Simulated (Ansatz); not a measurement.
# Property card for P

Method: Ansatz, DFT PBEsol, scalar-relativistic, plane waves, PAW.

Cutoff 420 eV; k points 14×14×10 on the computed 4-atom cell (Γ-centred); Gaussian smearing, width 0.10 eV; no spin polarisation.

The structure is relaxed at this level of theory with its symmetry kept.

The structure is orthorhombic, space group Cmce (No. 64). The conventional cell has a = 3.317 Å, b = 10.292 Å, c = 4.199 Å, α = 90.00°, β = 90.00°, γ = 90.00°. P (site symmetry m) is surrounded by 3 P at 2.23 to 2.25 Å.

| Item | Value |
| --- | --- |
| Volume per atom | 17.92 Å³ |
| Formation energy from the elements' standard states (uncorrected) | -0.001 eV/atom |
| Kohn–Sham band gap | none (metal) |
| Density of states at the Fermi level | 0.10 states/eV per cell (so small that it hangs on the mesh: a semimetal, or crossings between mesh points) |
| Löwdin character within 0.5 eV of the Fermi level | P 3p 78 %, P 3s 14 %, unprojected 8 % |
| Bulk modulus | 22.4 GPa |
| Its pressure derivative | 5.0 |
| Bader charges (e) | P (4 in the cell) 0.00 |

Each cell of P holds layers, and where no dispersion correction was added their binding is poorly described.